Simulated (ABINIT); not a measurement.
# Pt (Fm-3m) in ABINIT: notebook

One crystal, Pt, is run at these levels: HCTH407, PBE, PW91, PBEsol, PW91+D3(BJ); tasks: band structure, equation of state.

Program: ABINIT 10.8.3 (patched build). These are calculated values, not measurements. Logs are shortened: lines on timing, memory, paths and dates and some standing lists are left out, and cuts for length are marked. The log counts tension as positive stress, the text compression.

## (1) The structure

Symmetry: Fm-3m, No. 225, cubic system. Conventional cell: a = 3.922 Å, b = 3.922 Å, c = 3.922 Å, α = 90.00°, β = 90.00°, γ = 90.00°. Pt (site symmetry m-3m) has 12 Pt at 2.77 Å as nearest neighbours.

## (2) Band structure, HCTH407

File run.abi:

```
# Datasets: ground state, then fixed potential
ndtset 2

# Pseudopotentials
pp_dirpath "./"
pseudos "Pt.GGA_PBE-JTH.xml"

# Structure
acell 3*1.0 Angstrom
rprim
     0.0000000000     1.9609000000     1.9609000000
     1.9609000000     0.0000000000     1.9609000000
     1.9609000000     1.9609000000     0.0000000000
ntypat 1
znucl 78
natom 1
typat 1
xred
     0.0000000000     0.0000000000     0.0000000000

# Plane-wave basis
ecut 16.0
pawecutdg 32.0

# Exchange and correlation
ixc 27

# Bands and occupations
occopt 3
tsmear 0.00183747

# SCF cycle
nstep 100

# Output
iomode 3
prtwf 0
prteig 0
prtebands 0
enunit 1
prtden1 1
prtvha1 1
prtvclmb1 1
prtpot1 1

# Dataset 1
kptopt1 1
ngkpt1 12 12 12
nshiftk1 1
shiftk1 0.0 0.0 0.0
nband1 9
tolvrs1 1.0e-9

# Dataset 2: bands along G-X-W-K-G-L-U-W-L-K
iscf2 -2
getden2 1
nband2 15
nbdbuf2 4
tolwfr2 1.0e-11
kptopt2 -9
ndivsm2 5
prteig2 1
prtvol2 -3
kptbounds2
     0.0000000000     0.0000000000     0.0000000000
     0.5000000000     0.0000000000     0.5000000000
     0.5000000000     0.2500000000     0.7500000000
     0.3750000000     0.3750000000     0.7500000000
     0.0000000000     0.0000000000     0.0000000000
     0.5000000000     0.5000000000     0.5000000000
     0.6250000000     0.2500000000     0.6250000000
     0.5000000000     0.2500000000     0.7500000000
     0.5000000000     0.5000000000     0.5000000000
     0.3750000000     0.3750000000     0.7500000000
```

Potentials or basis: JTH PAW PBE v2.0.

On the command line:

```
abinit run.abi > log 2>&1
```

run.abo:

```text
.Version 10.8.3 of ABINIT
 DATASET    1 : space group Fm -3 m (#225); Bravais cF (face-center cubic)
================================================================================
 Values of the parameters that define the memory need for DATASET  1.
     intxc =       0    ionmov =       0      iscf =       7    lmnmax =      18
     lnmax =       6     mgfft =      20  mpssoang =       3    mqgrid =    3001
     natom =       1  nloc_mem =       2    nspden =       1   nspinor =       1
    nsppol =       1      nsym =      48    n1xccc =       1    ntypat =       1
    occopt =       3   xclevel =       2
       mpw =         322          nfft =        8000          nkpt =          72
 PAW method is used; the additional fine FFT grid is defined by:
   mgfftf=        30    nfftf =     27000
================================================================================
================================================================================

 DATASET    2 : space group Fm -3 m (#225); Bravais cF (face-center cubic)
================================================================================
 Values of the parameters that define the memory need for DATASET  2.
     intxc =       0    ionmov =       0      iscf =      -2    lmnmax =      18
     lnmax =       6     mgfft =      20  mpssoang =       3    mqgrid =    3001
     natom =       1  nloc_mem =       2    nspden =       1   nspinor =       1
    nsppol =       1      nsym =      48    n1xccc =       1    ntypat =       1
    occopt =       3   xclevel =       2
       mpw =         328          nfft =        8000          nkpt =          87
 PAW method is used; the additional fine FFT grid is defined by:
   mgfftf=        30    nfftf =     27000
================================================================================
================================================================================

--------------------------------------------------------------------------------
------------- Echo of variables that govern the present computation ------------
--------------------------------------------------------------------------------
 -outvars: echo values of preprocessed input variables --------
            acell      1.8897261259E+00  1.8897261259E+00  1.8897261259E+00 Bohr
              amu      1.95080000E+02
             ecut      1.60000000E+01 Hartree
           enunit           1
           getden1          0
           getden2          1
             iscf1          7
             iscf2         -2
              ixc          27
           jdtset        1    2
           kptopt1          1
[... 837 lines left out ...]
lattice_lengths: [   5.24046,    5.24046,    5.24046, ]
lattice_angles: [ 60.000,  60.000,  60.000, ] # degrees, (23, 13, 12)
lattice_volume:   1.0176371E+02
convergence: {deltae:  0.000E+00, res2:  0.000E+00, residm:  9.998E-12, diffor:  0.000E+00, }
etotal    :  -2.73141083E+01
entropy   :   0.00000000E+00
fermie    :   3.15327712E-01
cartesian_stress_tensor: null
pressure_GPa: null
xred      :
- [  0.0000E+00,   0.0000E+00,   0.0000E+00, Pt]
cartesian_forces: null
force_length_stats: {min: null, max: null, mean: null, }
...

 Integrated electronic density in atomic spheres:
 ------------------------------------------------
 Atom  Sphere_radius  Integrated_density
    1        2.51622          8.69050760

================================================================================

 ----iterations are completed or convergence reached----

 Mean square residual over all n,k,spin=   60.617E-13; max=  99.983E-13
 reduced coordinates (array xred) for    1 atoms
       0.000000000000      0.000000000000      0.000000000000

 cartesian coordinates (angstrom) at end:
    1      0.00000000000000     0.00000000000000     0.00000000000000
 length scales=  1.889726125908  1.889726125908  1.889726125908 bohr
              =  1.000000000000  1.000000000000  1.000000000000 angstroms
 Eigenvalues (   eV  ) for nkpt=  87  k points:
 kpt#   1, nband= 15, wtk=  1.00000, kpt=  0.0000  0.0000  0.0000 (reduced coord)
  -1.25613    4.93764    4.93764    4.93764    6.97643    6.97643   24.14510   29.35180
  29.35180   29.35180   33.66843   40.61638   40.75673   41.12762   43.36404
 kpt#   2, nband= 15, wtk=  1.00000, kpt=  0.0357  0.0000  0.0357 (reduced coord)
  -1.18783    4.89298    4.97233    4.97233    6.92819    6.99405   24.24817   29.04126
  29.34930   29.34930   34.19551   39.91007   39.91485   40.70714   42.62126
 kpt#   3, nband= 15, wtk=  1.00000, kpt=  0.0714  0.0000  0.0714 (reduced coord)
  -0.98500    4.76342    5.07595    5.07595    6.78826    7.04627   24.55109   28.40314
  29.31888   29.31888   35.46877   38.68668   38.68692   40.78730   40.90395
 kpt#   4, nband= 15, wtk=  1.00000, kpt=  0.1071  0.0000  0.1071 (reduced coord)
  -0.65439    4.56102    5.24733    5.24733    6.57138    7.13118   25.03520   27.77068
  29.18995   29.18995   37.03170   37.57295   37.57296   38.90944   40.99586
 kpt#   5, nband= 15, wtk=  1.00000, kpt=  0.1429  0.0000  0.1429 (reduced coord)
  -0.20926    4.30332    5.48423    5.48423    6.30354    7.24558   25.67289   27.26834
  28.85403   28.85403   36.31648   36.79864   36.79864   39.30138   41.29767
 kpt#   6, nband= 15, wtk=  1.00000, kpt=  0.1786  0.0000  0.1786 (reduced coord)
   0.32599    4.00948    5.78313    5.78313    6.02509    7.38498   26.42794   26.92404
[... 230 lines left out ...]
   2.59143    4.07661    5.44006    5.88471    8.39519   12.86887   14.37742   22.98538
  26.68208   26.72892   36.78187   37.39446   40.47904   43.18822   46.39078
 kpt#  84, nband= 15, wtk=  1.00000, kpt=  0.4167  0.4167  0.6667 (reduced coord)
   2.77026    3.90938    5.20785    6.27385    8.34116   13.58968   14.58110   21.66064
  25.95829   27.34391   36.90154   37.58067   39.33360   44.58354   46.41490
 kpt#  85, nband= 15, wtk=  1.00000, kpt=  0.4028  0.4028  0.6944 (reduced coord)
   2.77121    3.73585    5.25779    6.67244    8.30764   13.99063   15.12628   20.29684
  25.19901   27.97469   37.17537   37.77665   38.24432   45.89729   46.54329
 kpt#  86, nband= 15, wtk=  1.00000, kpt=  0.3889  0.3889  0.7222 (reduced coord)
   2.66174    3.51705    5.52957    7.03283    8.31975   14.30543   15.63845   19.16044
  24.45539   28.50542   36.91443   37.96911   37.97387   46.43214   47.73545
 kpt#  87, nband= 15, wtk=  1.00000, kpt=  0.3750  0.3750  0.7500 (reduced coord)
   2.52680    3.29080    5.85980    7.29391    8.40856   14.74619   15.45131   18.79551
  23.78393   28.88397   35.95189   38.15606   38.65898   46.45358   48.27010

== END DATASET(S) ==============================================================
================================================================================

 -outvars: echo values of variables after computation  --------
            acell      1.8897261259E+00  1.8897261259E+00  1.8897261259E+00 Bohr
           etotal1    -2.7314108292E+01
            fcart1    -0.0000000000E+00 -0.0000000000E+00 -0.0000000000E+00
            rprim      0.0000000000E+00  1.9609000000E+00  1.9609000000E+00
                       1.9609000000E+00  0.0000000000E+00  1.9609000000E+00
                       1.9609000000E+00  1.9609000000E+00  0.0000000000E+00
           strten1    -1.3004347326E-04 -1.3004347326E-04 -1.3004347326E-04
                       0.0000000000E+00  0.0000000000E+00  0.0000000000E+00
 Calculation completed.
```

Wall time 29 s (1 thread of Arm Neoverse V1, shared host); peak memory 0.11 GiB.

Results:

| Item | Value |
| --- | --- |
| Free energy | -743.2548 eV |
| Pressure | 3.8 GPa |
| Band gap on the k mesh | none (metal or under the smearing width) |
| Valence electrons inside the program's atomic spheres | Pt 8.69 (radii [1.3315] Å) |

Levels at the corners of the path, in eV from the Fermi level:
```
point  band 1  band 2  band 3  band 4  band 5  band 6  band 7  band 8  band 9  band 10
    Γ   -9.84   -3.64   -3.64   -3.64   -1.60   -1.60   15.56   20.77   20.77    20.77
    X   -6.85   -6.42   -0.04    0.45    0.45    2.11    9.07   12.03   12.03    20.17
    W   -5.48   -4.39   -4.39   -1.91    0.46    7.51    8.53    8.53   12.11    25.56
    K   -6.05   -5.29   -2.72   -1.29   -0.17    6.17    6.87   10.21   15.20    20.30
    Γ   -9.84   -3.64   -3.64   -3.64   -1.60   -1.60   15.56   20.77   20.77    20.77
    L   -7.05   -3.72   -3.72   -0.16    0.01    0.01    5.97   15.08   19.97    19.97
    U   -6.05   -5.29   -2.72   -1.29   -0.17    6.17    6.87   10.21   15.20    20.30
    W   -5.48   -4.39   -4.39   -1.91    0.46    7.51    8.53    8.53   12.11    25.56
    L   -7.05   -3.72   -3.72   -0.16    0.01    0.01    5.97   15.08   19.97    19.97
    K   -6.05   -5.29   -2.72   -1.29   -0.17    6.17    6.87   10.21   15.20    20.30
```

Caveat: the PAW data sets were made with another functional, which shifts forces and pressure a little; spin-orbit coupling is left out, which moves the levels of the heavy elements.

## (3) Equation of state, PBE

File run.abi:

```
# Datasets: one volume each
ndtset 7
getwfk -1
scalecart1 3*0.9795861087
scalecart2 3*0.9864848297
scalecart3 3*0.9932883884
scalecart4 3*1.0000000000
scalecart5 3*1.0066227096
scalecart6 3*1.0131594038
scalecart7 3*1.0196128224

# Pseudopotentials
pp_dirpath "./"
pseudos "Pt.GGA_PBE-JTH.xml"

# Structure
acell 2.7731313745 2.7731313745 2.7731313745 Angstrom
rprim
     0.0000000000     0.7071067812     0.7071067812
     0.7071067812     0.0000000000     0.7071067812
     0.7071067812     0.7071067812     0.0000000000
ntypat 1
znucl 78
natom 1
typat 1
xred
     0.0000000000     0.0000000000     0.0000000000

# Plane-wave basis
ecut 598.650497 eV
pawecutdg 44.0

# k points
kptopt 1
ngkpt 12 12 12
nshiftk 1
shiftk 0.0 0.0 0.0

# Exchange and correlation
ixc 11

# Bands and occupations
nband 9
occopt 3
tsmear 0.05 eV

# SCF cycle
nstep 100
tolvrs 1.0e-9

# Output
iomode 3
prtwf 1
prtden 0
prteig 0
prtebands 0
```

Potentials or basis: JTH PAW PBE v2.0.

On the command line:

```
abinit run.abi > log 2>&1
```

It took 98 s on 1 thread of Arm Neoverse V1, shared host; peak memory 0.14 GiB.

Results (log left out):

```yaml
Equilibrium_volume: 15.69 Å³/atom
Bulk_modulus: 251 GPa
Pressure_derivative_of_the_bulk_modulus: 5.4
```

Energy against volume, from the lowest point:
```
volume (Å³/atom)  energy (meV/atom)
          14.175             141.29
          14.477              86.52
          14.778              46.61
          15.080              19.85
          15.381               4.78
          15.683               0.00
          15.985               4.26
```

Caveat: pressures at fixed basis lie under the slope of the energies.

(Continued in part 2 of 3.)
